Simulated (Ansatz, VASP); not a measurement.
CsBr: VASP beside Ansatz

```
Cs Br
1.0
     4.23732    0.00000    0.00000
     0.00000    4.23732    0.00000
     0.00000    0.00000    4.23732
Cs Br
1 1
Direct
  0.00000 0.00000 0.00000
  0.50000 0.50000 0.50000
```

Change from the starting cell: volume scaled by 0.94.

Alike in both runs: task single point; functional PBE; k mesh 6 × 6 × 6; occupations fermi-dirac, width 0.05 eV; no spin polarisation.

|  | VASP | Ansatz |
| --- | --- | --- |
| version | VASP 6.6.1 | Ansatz 0.2.0 |
| potentials or method | VASP PAW PBE potentials, release 64 (Cs_sv, Br) | Ansatz PAW |
| plane-wave cutoff (eV) | 520 | 420 |
| valence electrons in the cell | 16 | 16 |

Ansatz gave:

```
gap on the k mesh at the Fermi level (eV) : 4.66
least direct gap on the mesh (eV)         : 4.66
pressure (GPa)                            : 1.7
```

Question: Estimate VASP's values.

Answer: gap on the k mesh at the Fermi level (eV): 4.65; least direct gap on the mesh (eV): 4.65; pressure (GPa): 1.8.

With one functional, cell and mesh, what is left measures potentials, basis and numerics.

Caveats: spin-orbit coupling is left out, which moves the levels of the heavy elements. A k mesh can miss the band edges.
